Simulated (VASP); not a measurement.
## Native point defects of GaCo

Wanted: a map of the native defects of GaCo, all in one supercell and at one level. The start is a cell from a database of measured crystal structures.

Program: VASP 6.6.1. Level of theory: PBEsol, spin-polarised from a ferromagnetic start (one magnetic atom a cell); plane waves and PAW (Ga, Co), in the first sound run; inputs show where later runs differ. Results are calculated unless marked as measured.

## (1) The host crystal

It takes space group Pm-3m (No. 221, cubic). The conventional cell has a = 2.878 Å, b = 2.878 Å, c = 2.878 Å, α = 90.00°, β = 90.00°, γ = 90.00°. Ga has 8 Co at 2.49 Å nearest. Nearest to Co lie 8 Ga at 2.49 Å. Farther neighbours are not listed.

## (2) Relaxing the host crystal

The later steps need the crystal at this functional's own lattice; a raised cutoff keeps the stress reliable while the cell changes.

INCAR reads:

```
SYSTEM = GaCo
PREC = Accurate
ENCUT = 350
EDIFF = 1E-06
NELM = 120
ISMEAR = 1
SIGMA = 0.15
LREAL = .FALSE.
ALGO = Normal
GGA = PS
NBANDS = 15
ISPIN = 2
MAGMOM = 0 2
LASPH = .TRUE.
LMAXMIX = 4
LORBIT = 11
LWAVE = .FALSE.
LCHARG = .FALSE.
KPAR = 8
IBRION = 2
NSW = 40
ISIF = 3
EDIFFG = -0.02
POTIM = 0.4
```

POSCAR reads:

```
GaCo
1.0
    2.8780000000      0.0000000000      0.0000000000
    0.0000000000      2.8780000000      0.0000000000
    0.0000000000      0.0000000000      2.8780000000
Ga Co
1 1
Direct
    0.5000000000      0.5000000000      0.5000000000
    0.0000000000      0.0000000000      0.0000000000
```

KPOINTS reads:

```
Automatic mesh
0
Gamma
11 11 11
0 0 0
```

The projector-augmented-wave data sets are Ga and Co (PBE family, release 64).

Command:

```console
$ mpirun -np 8 vasp_std
```

The log of the run:

```text
[banner, memory and clock lines left out]
running    8 mpi-ranks, on    1 nodes
 distrk:  each k-point on    1 cores,    8 groups
 distr:  one band on    1 cores,    1 groups

 POSCAR found type information on POSCAR GaCo
 POSCAR found :  2 types and       2 ions
|                                                                             |
|           W    W    AA    RRRRR   N    N  II  N    N   GGGG   !!!           |
|           W    W   A  A   R    R  NN   N  II  NN   N  G    G  !!!           |
|           W    W  A    A  R    R  N N  N  II  N N  N  G       !!!           |
|           W WW W  AAAAAA  RRRRR   N  N N  II  N  N N  G  GGG   !            |
|           WW  WW  A    A  R   R   N   NN  II  N   NN  G    G                |
|           W    W  A    A  R    R  N    N  II  N    N   GGGG   !!!           |
|                                                                             |
|     For optimal performance we recommend to set                             |
|       NCORE = 2 up to number-of-cores-per-socket                            |
|     NCORE specifies how many cores store one orbital (NPAR=cpu/NCORE).      |
|     This setting can greatly improve the performance of VASP for DFT.       |
|     The default, NCORE=1 might be grossly inefficient on modern             |
|     multi-core architectures or massively parallel machines. Do your        |
|     Unfortunately you need to use the default for GW and RPA                |
|     calculations (for HF NCORE is supported but not extensively tested      |
|     yet).                                                                   |
|                                                                             |

|                                                                             |
|               ----> ADVICE to this user running VASP <----                  |
|                                                                             |
|     You enforced a specific xc type in the INCAR file but a different       |
|     [... a line on the potential file left out ...]
|     I HOPE YOU KNOW WHAT YOU ARE DOING!                                     |
|                                                                             |

 LDA part: xc-table for (Slater+PW92), standard interpolation
 POSCAR, INCAR and KPOINTS ok, starting setup
 FFT: planning ... GRIDC
 FFT: planning ... GRID_SOFT
 FFT: planning ... GRID
 WAVECAR not read
 entering main loop
       N       E                     dE             d eps       ncg     rms          rms(c)
DAV:   1     0.298492921256E+02    0.29849E+02   -0.39289E+03  3480   0.615E+02
DAV:   2    -0.116121170055E+02   -0.41461E+02   -0.37554E+02  3794   0.136E+02
DAV:   3    -0.127186847265E+02   -0.11066E+01   -0.11001E+01  4207   0.250E+01
DAV:   4    -0.127297949896E+02   -0.11110E-01   -0.11109E-01  4308   0.222E+00
DAV:   5    -0.127300177843E+02   -0.22279E-03   -0.22279E-03  4263   0.298E-01    0.115E+01
DAV:   6    -0.142542490202E+02   -0.15242E+01   -0.30625E+01  4067   0.644E+01    0.135E+01
DAV:   7    -0.118200464144E+02    0.24342E+01   -0.16550E+01  4116   0.412E+01    0.299E+00
DAV:   8    -0.117998504433E+02    0.20196E-01   -0.18193E-01  3990   0.317E+00    0.118E+00
DAV:   9    -0.117913644867E+02    0.84860E-02   -0.30603E-02  4582   0.134E+00    0.704E-01
DAV:  10    -0.117904517044E+02    0.91278E-03   -0.16443E-03  4188   0.314E-01    0.190E-01
DAV:  11    -0.117904686385E+02   -0.16934E-04   -0.18676E-04  4144   0.125E-01    0.108E-01
DAV:  12    -0.117904640821E+02    0.45564E-05   -0.67701E-05  3931   0.585E-02    0.304E-02
DAV:  13    -0.117904715528E+02   -0.74707E-05   -0.10223E-05  4194   0.332E-02    0.102E-02
DAV:  14    -0.117904732936E+02   -0.17408E-05   -0.27994E-06  2079   0.122E-02    0.909E-03
DAV:  15    -0.117904748471E+02   -0.15535E-05   -0.46028E-06  1904   0.163E-02    0.631E-03
DAV:  16    -0.117904761468E+02   -0.12997E-05   -0.67617E-06  2011   0.193E-02    0.428E-03
DAV:  17    -0.117904769069E+02   -0.76017E-06   -0.15750E-05  4032   0.287E-02    0.199E-03
DAV:  18    -0.117904771790E+02   -0.27207E-06   -0.43076E-07  1786   0.526E-03
   1 F= -.11790477E+02 E0= -.11790367E+02  d E =-.117905E+02  mag=     0.0568
 curvature:   0.00 expect dE= 0.000E+00 dE for cont linesearch  0.000E+00
 trial: gam= 0.00000 g(F)=  0.000E+00 g(S)=  0.683E-01 ort = 0.000E+00 (trialstep = 0.100E+01)
 search vector abs. value=  0.683E-01
 bond charge predicted
       N       E                     dE             d eps       ncg     rms          rms(c)
DAV:   1    -0.124800399784E+02   -0.68956E+00   -0.78293E+00  4046   0.363E+01    0.731E+00
DAV:   2    -0.131030589448E+02   -0.62302E+00   -0.18171E+01  4158   0.479E+01    0.846E+00
DAV:   3    -0.118250171409E+02    0.12780E+01   -0.85821E+00  4116   0.307E+01    0.126E+00
DAV:   4    -0.118090622831E+02    0.15955E-01   -0.39730E-02  3725   0.133E+00    0.633E-01
DAV:   5    -0.118036169514E+02    0.54453E-02   -0.11442E-02  5302   0.915E-01    0.167E-01
DAV:   6    -0.118036202244E+02   -0.32730E-05   -0.13533E-04  3724   0.116E-01    0.824E-02
DAV:   7    -0.118036388144E+02   -0.18590E-04   -0.40608E-05  4298   0.609E-02    0.259E-02
DAV:   8    -0.118036440675E+02   -0.52531E-05   -0.24278E-05  4052   0.380E-02    0.126E-02
DAV:   9    -0.118036471171E+02   -0.30495E-05   -0.48307E-06  1897   0.191E-02    0.108E-02
DAV:  10    -0.118036535947E+02   -0.64777E-05   -0.10192E-04  4263   0.814E-02    0.606E-03
DAV:  11    -0.118036553596E+02   -0.17649E-05   -0.22225E-06  2170   0.121E-02    0.483E-03
DAV:  12    -0.118036558262E+02   -0.46659E-06   -0.83920E-06  2007   0.226E-02
   2 F= -.11803656E+02 E0= -.11803718E+02  d E =-.131786E-01  mag=    -0.0001
 trial-energy change:   -0.013179  1 .order   -0.011509   -0.068283    0.045265
 step:   0.6221(harm=  0.6014)  dis= 0.00000  next Energy=   -11.812119 (dE=-0.216E-01)
 bond charge predicted
       N       E                     dE             d eps       ncg     rms          rms(c)
DAV:   1    -0.119107239154E+02   -0.10707E+00   -0.11650E+00  3990   0.143E+01    0.272E+00
DAV:   2    -0.120075876189E+02   -0.96864E-01   -0.29510E+00  4186   0.182E+01    0.323E+00
DAV:   3    -0.118154254723E+02    0.19216E+00   -0.10814E+00  4074   0.116E+01    0.452E-01
DAV:   4    -0.118125560009E+02    0.28695E-02   -0.36246E-03  3628   0.453E-01    0.137E-01
DAV:   5    -0.118123336052E+02    0.22240E-03   -0.72841E-04  5318   0.233E-01    0.259E-02
DAV:   6    -0.118123389122E+02   -0.53070E-05   -0.92658E-06  3689   0.287E-02    0.298E-03
DAV:   7    -0.118123388013E+02    0.11096E-06   -0.77088E-08  2247   0.232E-03
   3 F= -.11812339E+02 E0= -.11812341E+02  d E =-.218616E-01  mag=    -0.0000
 curvature:  -0.30 expect dE=-0.302E-06 dE for cont linesearch -0.302E-06
 trial: gam=-0.00383 g(F)=  0.665E-68 g(S)=  0.101E-05 ort = 0.262E-03 (trialstep = 0.924E+00)
 search vector abs. value=  0.115E-09
 reached required accuracy - stopping structural energy minimisation
```

Elapsed: 15 s, on 8 MPI ranks of Intel Xeon 6975P-C (Granite Rapids), shared host; peak memory 1.1 GiB.

Lines that name or quote the potential files are left out of all logs, and their timing lines are given in words.

OUTCAR, selected parts (step 2):

```text
ion  position               nearest neighbor table
   1  0.500  0.500  0.500-   2 2.49   2 2.49   2 2.49   2 2.49   2 2.49   2 2.49   2 2.49   2 2.49

  LATTYP: Found a simple cubic cell.
 ALAT       =     2.8780000000

 Subroutine GETGRP returns: Found 48 space group operations
 (whereof 48 operations were pure point group operations)

The static configuration has the point symmetry O_h .

 Found     56 irreducible k-points:

   k-points           NKPTS =     56   k-points in BZ     NKDIM =     56   number of bands    NBANDS=     15

   dimension x,y,z NGX =    18 NGY =   18 NGZ =   18
   dimension x,y,z NGXF=    36 NGYF=   36 NGZF=   36

   ENCUT  =  350.0 eV  25.72 Ry    5.07 a.u.   4.39  4.39  4.39*2*pi/ulx,y,z

   NELECT =      12.0000    total number of electrons

 k-points in reciprocal lattice and weights: Automatic mesh
   0.00000000  0.00000000  0.00000000       0.001
   0.09090909  0.00000000  0.00000000       0.005
   0.18181818  0.00000000  0.00000000       0.005
   0.27272727  0.00000000  0.00000000       0.005
   0.36363636  0.00000000  0.00000000       0.005
   0.45454545  0.00000000  0.00000000       0.005
   0.09090909  0.09090909  0.00000000       0.009
   0.18181818  0.09090909  0.00000000       0.018
   0.27272727  0.09090909  0.00000000       0.018
[...]
0.45454545  0.45454545  0.36363636       0.018
   0.45454545  0.45454545  0.45454545       0.006

 average (electrostatic) potential at core
       1  -9.1438       2 -80.2275

 E-fermi :   7.8859

 spin component 1
 k-point     1 :       0.0000    0.0000    0.0000
  band No.  band energies     occupation
    ...
      2       5.1170      1.00000
      3       5.1170      1.00000
      4       7.1104      1.00000
      5       7.1104      1.00000
      6       7.1104      1.00000
      7      13.2346      0.00000
      8      13.2346      0.00000
      9      13.2346      0.00000
     10      19.1572      0.00000
     11      19.1572      0.00000
    ...

 k-point     2 :       0.0909    0.0000    0.0000
  band No.  band energies     occupation
    ...
      2       5.0861      1.00000
      3       5.1368      1.00000
      4       6.9997      1.00000
      5       6.9997      1.00000
      6       7.1109      1.00000
      7      12.1012      0.00000
      8      13.5252      0.00000
      9      13.5252      0.00000
     10      19.1806      0.00000
     11      19.8483      0.00000
    ...

 k-point     3 :       0.1818    0.0000    0.0000
  band No.  band energies     occupation
    ...
      2       4.8829      1.00000
      3       5.1904      1.00000
      4       6.7319      1.00000
      5       6.7319      1.00000
      6       7.1123      1.00000
      7      10.1558     -0.00000
      8      14.3319      0.00000
      9      14.3319      0.00000
     10      19.2502      0.00000
     11      20.3618      0.00000
    ...

 k-point     4 :       0.2727    0.0000    0.0000
  band No.  band energies     occupation
    ...
      2       4.1621      1.00000
      3       5.2619      1.00000
      4       6.4284      1.00000
      5       6.4284      1.00000
      6       7.1138      1.00000
      7       8.7124     -0.00000
      8      15.5287      0.00000
      9      15.5287      0.00000
     10      19.3613      0.00000
     11      20.7508      0.00000
    ...

 k-point     5 :       0.3636    0.0000    0.0000
  band No.  band energies     occupation
    ...
      2       2.7695      1.00000
      3       5.3293      1.00000
      4       6.1836      1.00000
      5       6.1836      1.00000
      6       7.1153      1.00000
      7       8.1233     -0.02387
      8      17.0012      0.00000
      9      17.0012      0.00000
     10      19.4932      0.00000
     11      21.2726      0.00000
    ...

 k-point     6 :       0.4545    0.0000    0.0000
  band No.  band energies     occupation
    ...
      2       1.1823      1.00000
      3       5.3702      1.00000
      4       6.0497      1.00000
      5       6.0497      1.00000
      6       7.1162      1.00000
      7       7.9924      0.03672
      8      18.5623      0.00000
      9      18.5623      0.00000
     10      19.5924      0.00000
     11      21.1707      0.00000
    ...

  Total       -0.0041737     -0.0041737     -0.0041737     -0.0000000      0.0000000     -0.0000000
  in kB       -0.2917827     -0.2917827     -0.2917827     -0.0000000      0.0000000     -0.0000000
  external PRESSURE =      -0.2917827 kB  Pullay stress =       0.0000000 kB

  energy-cutoff  :      350.00
  volume of cell :       22.92
      direct lattice vectors                 reciprocal lattice vectors
     2.840477499  0.000000000  0.000000000     0.352053484 -0.000000000  0.000000000
     0.000000000  2.840477499 -0.000000000    -0.000000000  0.352053484 -0.000000000
     0.000000000  0.000000000  2.840477499    -0.000000000  0.000000000  0.352053484

 POSITION                                       TOTAL-FORCE (eV/Angst)
 -----------------------------------------------------------------------------------
      1.42024      1.42024      1.42024        -0.000000     -0.000000      0.000000
      0.00000      0.00000      0.00000         0.000000      0.000000      0.000000
 -----------------------------------------------------------------------------------
    total drift:                                0.000000     -0.000000     -0.000000

  FREE ENERGIE OF THE ION-ELECTRON SYSTEM (eV)
  ---------------------------------------------------
  free  energy   TOTEN  =       -11.8123388013 eV

  energy  without entropy=      -11.8123451522  energy(sigma->0) =      -11.81234092

 reached required accuracy - stopping structural energy minimisation

 total charge
# of ion       s       p       d       tot
------------------------------------------
    1        1.091   1.429   0.253   2.774
    2        0.400   0.479   7.535   8.413
--------------------------------------------------
tot          1.491   1.908   7.788  11.186

 magnetization (x)
# of ion       s       p       d       tot
------------------------------------------
    1        0.000   0.000   0.000   0.000
    2       -0.000   0.000  -0.000  -0.000
--------------------------------------------------
tot          0.000   0.000  -0.000  -0.000

[... 6 further parts left out ...]
```

The moments of the start collapse, so the state is non-magnetic; other starts or orders were not tried. The PAW data sets were made with PBE, which is usual practice but a small mismatch for other functionals. The data set Ga keeps the semicore shell frozen, which is cheaper and a little less accurate. The run keeps the 48 symmetry operations of its start, so it cannot find a distortion of lower symmetry.

Step by step:

```tsv
step	energy less that of the first step (eV)	largest force (eV/Å)	pressure (GPa)	volume (Å³)
1	0.0000	0.0000	-7.30	23.84
2	-0.0132	0.0000	5.16	22.37
3	-0.0219	0.0000	-0.03	22.92
```

```tsv
conventional cell, symmetrised	before	after	change
a (Å)	2.878	2.840	-1.3 %
b (Å)	2.878	2.840	-1.3 %
c (Å)	2.878	2.840	-1.3 %
volume (Å³/atom)	11.92	11.46	-3.9 %
```

Final coordinates:

```xyz
2
Lattice="2.8405 0.0000 0.0000 0.0000 2.8405 0.0000 0.0000 0.0000 2.8405" Properties=species:S:1:pos:R:3 pbc="T T T"
Ga    1.4202    1.4202    1.4202
Co    0.0000    0.0000    0.0000
```

Numbers from this step:

- electronic cycles: 37
- electrons: 12
- free energy (TOTEN): -11.81 eV
- Fermi energy: 7.886 eV
- labelled metallic, from the levels on this mesh: yes

The spin moment in the PAW sphere vanishes on all atoms.

The run ended after 3 ionic steps, 0.022 eV below its first step, once forces and stress met EDIFFG = -0.02.

[end of part 1 of 7]

[Lines on the potential files, build, host, timing and source positions are cut from VASP's logs without a mark.]

[Logs are printed without paths, hosts, clocks, repeated set-up lines and the standing remarks that a program may print on its own settings, such as how far it seeks lower states.]

[Hosts, paths, dates, database ids (printed as entryN), source tags and the programs' standing remarks are cut or masked in the printed files.]

[In band tables of VASP the shares of atoms and orbitals are scaled to a sum of 1 inside the atoms' spheres.]

[Runs that stopped without an error message from VASP are left out.]
